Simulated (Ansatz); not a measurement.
**An O vacancy in perovskite BaHfO3, 39 atoms, charge +2**

Wanted: path and barrier of the jump (PBEsol and HSE06).

All numbers are computed with Ansatz 0.2.0 (PAW, plane waves).

## Step 1: The system as built

39 atoms (8 Ba, 8 Hf, 23 O); a = 8.315 Å, b = 8.315 Å, c = 8.315 Å, α = 90.00°, β = 90.00°, γ = 90.00°. All atoms were shaken off their sites by about 0.02 Å along each axis; atoms next to an added one may be pushed further to make room. Defect site 1: (0.250, 0.250, 0.500).

Plan of the steps: (2) PBEsol relaxation at the single k point (¼, ¼, ¼), on 1 × NVIDIA GB200 with 8 threads of Arm Neoverse-V2; (3) HSE06 single point at the single k point (¼, ¼, ¼), on 1 × NVIDIA GB200 with 8 threads of Arm Neoverse-V2; (4) PBEsol band at the single k point (¼, ¼, ¼), on 1 × NVIDIA GB200 with 8 threads of Arm Neoverse-V2; (5) HSE06 single point at the single k point (¼, ¼, ¼), on 1 × NVIDIA GB200 with 8 threads of Arm Neoverse-V2.

## Step 2: Relaxing the atoms with PBEsol

Input file in.yaml:

```yaml
crystal:
  lattice:
    - [8.315187, 0.000000, 0.000000]
    - [0.000000, 8.315187, 0.000000]
    - [0.000000, 0.000000, 8.315187]
  atoms:
    - { symbol: Ba, position: [0.001541, 0.995984, 0.000244] }
    - { symbol: Ba, position: [0.998505, 0.997479, 0.500080] }
    - { symbol: Ba, position: [0.998997, 0.503636, 0.999827] }
    - { symbol: Ba, position: [0.999164, 0.498318, 0.505945] }
    - { symbol: Ba, position: [0.501329, 0.001472, 0.003160] }
    - { symbol: Ba, position: [0.498161, 0.995516, 0.500901] }
    - { symbol: Ba, position: [0.505628, 0.498105, 0.999391] }
    - { symbol: Ba, position: [0.503098, 0.500447, 0.494238] }
    - { symbol: Hf, position: [0.249852, 0.246861, 0.249133] }
    - { symbol: Hf, position: [0.248469, 0.252335, 0.750737] }
    - { symbol: Hf, position: [0.244838, 0.749309, 0.249048] }
    - { symbol: Hf, position: [0.252255, 0.750592, 0.749758] }
    - { symbol: Hf, position: [0.752782, 0.251982, 0.247909] }
    - { symbol: Hf, position: [0.748231, 0.250920, 0.753895] }
    - { symbol: Hf, position: [0.751411, 0.748463, 0.245617] }
    - { symbol: Hf, position: [0.748155, 0.750079, 0.750027] }
    - { symbol: O, position: [0.252382, 0.251167, 0.996779] }
    - { symbol: O, position: [0.250995, 0.748757, 0.001212] }
    - { symbol: O, position: [0.251496, 0.749991, 0.500824] }
    - { symbol: O, position: [0.751778, 0.249056, 0.999981] }
    - { symbol: O, position: [0.745632, 0.252094, 0.504085] }
    - { symbol: O, position: [0.752548, 0.752431, 0.998059] }
    - { symbol: O, position: [0.753480, 0.748388, 0.495493] }
    - { symbol: O, position: [0.998822, 0.251059, 0.251590] }
    - { symbol: O, position: [0.002045, 0.251237, 0.752511] }
    - { symbol: O, position: [0.001188, 0.749994, 0.249930] }
    - { symbol: O, position: [0.000443, 0.750069, 0.754309] }
    - { symbol: O, position: [0.497073, 0.244880, 0.247480] }
    - { symbol: O, position: [0.500789, 0.251232, 0.748799] }
    - { symbol: O, position: [0.501273, 0.747142, 0.250526] }
    - { symbol: O, position: [0.502304, 0.748016, 0.747382] }
    - { symbol: O, position: [0.249083, 0.000181, 0.249381] }
    - { symbol: O, position: [0.253689, 0.003442, 0.753204] }
    - { symbol: O, position: [0.251382, 0.502469, 0.252575] }
    - { symbol: O, position: [0.248359, 0.498629, 0.749284] }
    - { symbol: O, position: [0.750971, 0.005531, 0.250408] }
    - { symbol: O, position: [0.750234, 0.000096, 0.751348] }
    - { symbol: O, position: [0.752758, 0.500888, 0.246730] }
    - { symbol: O, position: [0.750596, 0.497399, 0.748993] }
  symmetry: { detect: false }
kpoints:
  mp_grid: { grid: [1, 1, 1], shift: [0.25, 0.25, 0.25] }
hamiltonian:
  xc: pbesol
total_charge: 2
scf:
  occupations: { method: fermi_dirac, width: 0.01 }
relax:
  f_tol: 0.03
  max_steps: 80
  escape_saddle: false
  adjacent_minimum: "off"
output:
  forces: true
  eigenvalues: true
  populations: true
  charged_corrections: { epsilon: 35 }
```

Command:

```console
> ansatz run in.yaml --threads 8 --pin off --max-ram 118750MiB --runs-dir r --events-out ev --progress --plain --backend cuda --devices 0, --max-vram 170GiB
```

After this run come: Single point with HSE06; Elastic band between the two sites; HSE06 on the same atoms.

**Question.** What will these runs give? Wanted: for each run, top filled to lowest empty.

The runs gave:

| level | time | top filled to lowest empty (eV) |
| --- | --- | --- |
| PBEsol, relaxation | 4.5 s (GPU) | 3.00 |
| HSE06 | 10 s (GPU) | 4.40 |
| HSE06, at the band's top | 11 s (GPU) | 5.44 |

```
                   quantity                             value
                 relaxation  8 recorded steps, 1.86 eV gained
              largest shift                      0.18 Å (O28)
barrier forwards, backwards                     0.81, 0.81 eV
                       jump                       O by 2.64 Å
            band iterations                                 8
    top less start by HSE06                           0.90 eV
```

**What this shows.** The relaxation lowers the energy by 1.86 eV; the largest shift is 0.18 Å (O28). Part of this undoes the random shake of the start. The PBEsol barrier is 0.81 eV forwards and 0.81 eV back, about 31 times kT at 300 K, without charge corrections. The cell's size and k points aren't converged for it. The top is a first-order saddle. On the same two geometries HSE06 gives 0.90 eV. At the same k points, PBEsol gives a spacing 1.40 eV smaller than the 4.40 eV of HSE06. In a defect cell this spacing can involve defect levels, so it need not be the gap.
